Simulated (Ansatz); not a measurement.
## Twisted h-SiC/h-AlN monolayer on bilayer, 38.21° (42 atoms): a reference run and its variants

The cell holds 42 atoms: 14 Si, 14 C, 7 Al and 7 N. Its edges and angles: a = 8.242 Å, b = 8.242 Å, c = 18.580 Å, α = 90.0°, β = 90.0°, γ = 120.0°. It derives from SiC and AlN. h-SiC (a = 3.1 Å) under h-AlN (a = 3.13 Å), monolayer on bilayer, commensurate cell of 7 unit cells a layer, twist 38.21 deg, both strained to the mean lattice constant; facing planes 3.19, 3.39 Å apart; 12 Å of vacuum; layers as built, displaced by a Gaussian of 0.01 Å. Regions: layer 1, 14 atoms (7 Si and 7 C); layer 2, 14 atoms (7 Si and 7 C); layer 3, 14 atoms (7 Al and 7 N). Vacuum lies along c.

Geometry: as built.

Reference run: Kohn-Sham DFT, PBE+D4, PAW (set soft_2), plane waves (Ansatz 0.2.0), cutoff 420 eV, k-mesh 2×2×1, gaussian smearing of 0.025 eV.

- r.m.s. force component: 0.3063 eV/Å
- gap (highest filled to lowest empty level): 1.864 eV
- SCF cycles: 8
- time: 21 s on 4 threads of Arm Neoverse V2, shared host

**Question.** The same geometry is run again with each of these changes. How far do the results move, and how long does each run take?
- support functions low
- support functions medium
- support functions high
- support functions medium, spacing 0.383 Å (grid laid 0.344 Å)
- support functions medium, spacing 0.319 Å (grid laid 0.310 Å)
- support functions medium, spacing 0.277 Å (grid laid 0.275 Å)
- support functions medium, spacing 0.245 Å (grid laid 0.229 Å)
- support functions medium, spacing 0.191 Å (grid laid 0.172 Å)
- support functions medium, spacing 0.17 Å (grid laid 0.155 Å)

Each row is set against the plane-wave reference (Kohn-Sham DFT, PBE+D4, PAW (set soft_2), plane waves; r.m.s. force component 0.306 eV/Å). Energies are set beside the reference only for runs with its functional, potentials and electron count. Times are for 4 threads of Arm Neoverse V2, shared host. The reference's time includes the DOS, ELF and grids, which some other runs skip.

```tsv
run	Δ force, r.m.s. (meV/Å)	share of r.m.s. force (%)	Δ energy (meV/atom)	Δ gap (eV)	cycles	time	host memory (GiB)
reference	-	-	-	-	8	21 s	3.1
support functions low	0.285	0.0931	-2.19	1.0e-4	13	1.7 min	2.6
support functions medium	0.204	0.0667	-2.19	-1.0e-4	14	1.9 min	2.7
support functions high	0.139	0.0453	-2.18	2.0e-4	17	5.4 min	4.8
support functions medium, spacing 0.383 Å (grid laid 0.344 Å)	44.3	14.5	15.1	0.0056	15	38 s	1.3
support functions medium, spacing 0.319 Å (grid laid 0.310 Å)	13.0	4.24	-0.777	0.0014	14	45 s	1.4
support functions medium, spacing 0.277 Å (grid laid 0.275 Å)	5.02	1.64	-1.43	0	15	50 s	1.5
support functions medium, spacing 0.245 Å (grid laid 0.229 Å)	0.239	0.078	-2.31	0	15	72 s	1.9
support functions medium, spacing 0.191 Å (grid laid 0.172 Å)	0.182	0.0593	-2.17	0	14	2 min	2.9
support functions medium, spacing 0.17 Å (grid laid 0.155 Å)	0.191	0.0624	-2.18	0	14	2.6 min	3.7
```

Among numerical settings the force difference runs from 0.14 meV/Å (support functions high) to 44 meV/Å (support functions medium, spacing 0.383 Å (grid laid 0.344 Å)). At 42 atoms the fastest of the runs at a preset level, support functions low, takes roughly 4.7 times the time of plane waves (whose run also made extra analyses, so the like-for-like ratio is larger), in 13 SCF cycles against 8. Differences between support functions and plane waves include what basis error the plane-wave run still has. As the typed spacing goes from 0.17 to 0.383 Å, the force difference goes from 0.19 to 44 meV/Å (not steadily; the least is 0.18 at 0.191 Å), and the time from 2.6 min to 38 s. The slab bears a dipole and has periodic images along its normal, so a spurious field crosses the vacuum.

[Logs are printed without paths, hosts, clocks, repeated set-up lines and the standing remarks that a program may print on its own settings, such as how far it seeks lower states.]

[Hosts, paths, dates, database ids (printed as entryN), source tags and the programs' standing remarks are cut or masked in the printed files.]
